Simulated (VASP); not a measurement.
# SiC in VASP: how settings move the r2SCAN single point

The r2SCAN single point of SiC (zincblende) is repeated with altered inputs. Which of them can be trusted?

The runs shown are made with VASP 6.6.1. PAW datasets, plane waves. Calculated at 0 K for a non-magnetic cell.

### Step 1. The system as given

The cell comes from an earlier relaxation with r2SCAN in another program.

Space group F-43m (No. 216), cubic; a = 4.356 Å in the conventional setting, 10.33 Å³ an atom. Near Si stand 4 C at 1.89 Å; near C stand 4 Si at 1.89 Å.

The structure in full:

```
CELL_PARAMETERS angstrom
0.00000 2.17805 2.17805
2.17805 0.00000 2.17805
2.17805 2.17805 0.00000
ATOMIC_POSITIONS crystal
Si 0.00000 0.00000 0.00000
C 0.25000 0.25000 0.25000
```

### Step 2. Baseline

The input, INCAR:

```
ENCUT = 520.000000
SIGMA = 0.010000
EDIFF = 1.00e-07
ALGO = Normal
METAGGA = R2SCAN
PREC = Accurate
IBRION = -1
ISIF = 2
ISMEAR = 0
NBANDS = 11
NELM = 120
NSW = 0
LASPH = .TRUE.
LCHARG = .FALSE.
LWAVE = .FALSE.
LREAL = .FALSE.
```

The input, KPOINTS:

```
KPOINTS created by Atomic Simulation Environment
0
Gamma
10 10 10
0 0 0
```

The input, POSCAR:

```
Si C
 1.0000000000000000
     0.0000000000000000    2.1780523510378273    2.1780523510378273
     2.1780523510378273    0.0000000000000000    2.1780523510378273
     2.1780523510378273    2.1780523510378273    0.0000000000000000
 Si  C
   1   1
Cartesian
  0.0000000000000000  0.0000000000000000 -0.0000000000000000
  1.0890261755189137  1.0890261755189137  1.0890261755189137
```

A file KPOINTS_OPT adds named points for the levels; it doesn't enter the self-consistent loop.

Potentials: the recommended PBE PAW datasets, 8 valence electrons.

Started as:

```bash
mpirun -np 1 vasp_std
```

The closing lines of the self-consistent loop in OSZICAR:

```text
DAV:  11    -0.193269618571E+02    0.13771E-05   -0.10461E-06  1296   0.713E-03    0.436E-03
DAV:  12    -0.193269620344E+02   -0.17730E-06   -0.12440E-07  1205   0.326E-03    0.164E-04
DAV:  13    -0.193269620258E+02    0.85952E-08   -0.12706E-09   706   0.297E-04
   1 F= -.19326962E+02 E0= -.19326962E+02  d E =-.187491E-48
```

Wall time 26 s (1 MPI rank of Intel Xeon Platinum 8488C, shared host); peak memory 0.15 GiB.

Values of the reference: energy (σ→0) -19.3270 eV, pressure -0.15 GPa, gap on the mesh 1.72 eV.

### Step 3. Try 1

Edit INCAR of step 2 so:

```diff
@@ -4,3 +4,2 @@
 ALGO = Normal
-METAGGA = R2SCAN
 PREC = Accurate
@@ -16 +15,3 @@
 LREAL = .FALSE.
+BMIX = 0.5
+METAGGA = MBJ
```

KPOINTS is that of step 2.

POSCAR is that of step 2.

Started as:

```bash
mpirun -np 1 vasp_std
```

Standard output, without the iteration lines:

```text
POSCAR found type information on POSCAR SiC
 POSCAR found :  2 types and       2 ions
 -----------------------------------------------------------------------------
|                                                                             |
|                                                                             |
|     You enforced a specific xc type in the INCAR file but a different       |
|     I HOPE YOU KNOW WHAT YOU ARE DOING!                                     |
|                                                                             |
 -----------------------------------------------------------------------------

 LDA part: xc-table for (None), standard interpolation
 POSCAR, INCAR and KPOINTS ok, starting setup
 FFT: planning ... GRIDC
 FFT: planning ... GRID_SOFT
 FFT: planning ... GRID
 WAVECAR not read
 entering main loop
```

OSZICAR, shortened:

```text
N       E                     dE             d eps       ncg     rms          rms(c)
DAV:   1     0.384611334210E+02    0.38461E+02   -0.41750E+03  1074   0.631E+02
DAV:   2     0.192756108430E+02   -0.19186E+02   -0.18474E+02  1334   0.108E+02
DAV:   3     0.187536393761E+02   -0.52197E+00   -0.52111E+00  1250   0.147E+01
DAV:   4     0.187520815676E+02   -0.15578E-02   -0.15577E-02  1177   0.103E+00
DAV:   5     0.187520771136E+02   -0.44540E-05   -0.44540E-05  1256   0.499E-02    0.848E+00
DAV:   6     0.212025001396E+02    0.24504E+01   -0.21896E+01  1073   0.230E+01    0.462E+00
DAV:   7     0.210495526110E+02   -0.15295E+00   -0.69883E+00  1087   0.124E+01    0.327E+00
DAV:   8     0.225427508626E+02    0.14932E+01   -0.29173E+00  1127   0.772E+00    0.114E+00
DAV:   9     0.227667961712E+02    0.22405E+00   -0.12033E+00  1103   0.562E+00    0.546E-01
DAV:  10     0.228979680618E+02    0.13117E+00   -0.14207E-01  1154   0.190E+00    0.533E-01
[... 27 lines left out ...]
DAV:  38     0.230548715650E+02    0.45024E-06   -0.33887E-13   538   0.221E-06    0.701E-06
DAV:  39     0.230548731449E+02    0.15799E-05   -0.11799E-12   535   0.637E-06    0.302E-06
DAV:  40     0.230548734183E+02    0.27336E-06   -0.12199E-12   535   0.586E-06    0.336E-06
DAV:  41     0.230548737742E+02    0.35592E-06   -0.19499E-13   535   0.274E-06    0.239E-06
DAV:  42     0.230548740263E+02    0.25205E-06   -0.47195E-13   535   0.274E-06    0.209E-06
DAV:  43     0.230548742207E+02    0.19442E-06   -0.50899E-13   535   0.130E-06    0.175E-06
DAV:  44     0.230548746424E+02    0.42177E-06    0.44501E-13   535   0.213E-06    0.830E-07
DAV:  45     0.230548747793E+02    0.13690E-06   -0.39637E-13   535   0.144E-06    0.762E-07
DAV:  46     0.230548750229E+02    0.24359E-06   -0.15932E-15   535   0.125E-06    0.195E-07
DAV:  47     0.230548751032E+02    0.80237E-07   -0.34790E-13   535   0.962E-07
   1 F= 0.23054875E+02 E0= 0.23054875E+02  d E =-.331037E-51
```

OUTCAR, selected sections:

```text
k-points           NKPTS =     47   k-points in BZ     NKDIM =     47   number of bands    NBANDS=     11

   NELECT =       8.0000    total number of electrons

   dimension x,y,z NGX =    24 NGY =   24 NGZ =   24
   dimension x,y,z NGXF=    48 NGYF=   48 NGZF=   48

  energy-cutoff  :      520.00
  volume of cell :       20.66
      direct lattice vectors                 reciprocal lattice vectors
     0.000000000  2.178052351  2.178052351    -0.229562894  0.229562894  0.229562894
     2.178052351  0.000000000  2.178052351     0.229562894 -0.229562894  0.229562894
     2.178052351  2.178052351  0.000000000     0.229562894  0.229562894 -0.229562894

 k-points in reciprocal lattice and weights: KPOINTS created by Atomic Simulation Env
   0.00000000  0.00000000  0.00000000       0.001
   0.10000000  0.00000000  0.00000000       0.008
   0.20000000  0.00000000  0.00000000       0.008
   0.30000000  0.00000000  0.00000000       0.008
   0.40000000  0.00000000  0.00000000       0.008
   0.50000000  0.00000000  0.00000000       0.004
   0.10000000  0.10000000  0.00000000       0.006
   0.20000000  0.10000000  0.00000000       0.024
[... 39 more k-points ...]

 E-fermi :   7.9986

 k-point     1 :       0.0000    0.0000    0.0000
  band No.  band energies     occupation
      1      -7.6612      2.00000
      2       7.8949      2.00000
      3       7.8949      2.00000
      4       7.8949      2.00000
      5      14.9167      0.00000
      6      15.9098      0.00000
      7      15.9098      0.00000
      8      15.9098      0.00000
      9      23.5347      0.00000
     10      23.5347      0.00000
     11      25.3499      0.00000

 k-point     2 :       0.1000    0.0000    0.0000
  band No.  band energies     occupation
      1      -7.4696      2.00000
      2       6.9112      2.00000
      3       7.7581      2.00000
      4       7.7581      2.00000
      5      15.1525      0.00000
      6      16.1757      0.00000
      7      16.1757      0.00000
      8      16.2353      0.00000
      9      22.5474      0.00000
     10      22.5474      0.00000
     11      25.4037      0.00000

 k-point     3 :       0.2000    0.0000    0.0000
  band No.  band energies     occupation
      1      -6.9054      2.00000
      2       4.8138      2.00000
      3       7.4412      2.00000
      4       7.4412      2.00000
      5      14.8553      0.00000
      6      16.6037      0.00000
      7      16.6037      0.00000
      8      17.5593      0.00000
      9      21.8330      0.00000
     10      21.8330      0.00000
     11      24.4928      0.00000

 k-point     4 :       0.3000    0.0000    0.0000
  band No.  band energies     occupation
      1      -6.0112      2.00000
      2       2.5252      2.00000
      3       7.1109      2.00000
      4       7.1109      2.00000
      5      14.4550      0.00000
      6      16.5332      0.00000
      7      16.5332      0.00000
      8      18.7075      0.00000
      9      22.6817      0.00000
     10      22.6817      0.00000
     11      24.1442      0.00000

[... the tables of k-points 5 to 47 left out ...]

  Total       10.8732631     10.8732631     10.8732631     -0.0000000     -0.0000000      0.0000000
  in kB      843.0154652    843.0154652    843.0154652     -0.0000000     -0.0000000      0.0000000
  external PRESSURE =     843.0154652 kB  Pullay stress =       0.0000000 kB

 POSITION                                       TOTAL-FORCE (eV/Angst)
 -----------------------------------------------------------------------------------
      0.00000      0.00000      0.00000         0.000000      0.000000      0.000000
      1.08903      1.08903      1.08903        -0.000000     -0.000000     -0.000000
 -----------------------------------------------------------------------------------
    total drift:                                0.000010      0.000010      0.000010

  FREE ENERGIE OF THE ION-ELECTRON SYSTEM (eV)
  ---------------------------------------------------
  free  energy   TOTEN  =        23.0548751032 eV

  energy  without entropy=       23.0548751032  energy(sigma->0) =       23.05487510
```

It took 35 s on 1 MPI rank of Intel Xeon Platinum 8488C, shared host; peak memory 0.14 GiB.

Changed: BMIX = 0.5, METAGGA = MBJ. VASP runs to the end. Its total energy is on another scale than the reference's; the gap on the mesh goes from 1.72 to 2.34 eV. The functional is now the modified Becke-Johnson potential, on datasets made with PBE. It is a potential without an energy, so only its levels mean something.

### Step 4. Side by side

| run | changed | ending | energy change (meV/atom) | pressure (GPa) | gap on the mesh (eV; negative: overlap) | electronic steps | time | usable |
| --- | --- | --- | --- | --- | --- | --- | --- | --- |
| ref. | – | converged | 0 | -0.1 | 1.72 | 13 | 26 s | yes |
| 1 | BMIX = 0.5, METAGGA = MBJ | converged | – | – | 2.34 | 47 | 35 s | yes |

**Reading.** The altered input gave usable results.
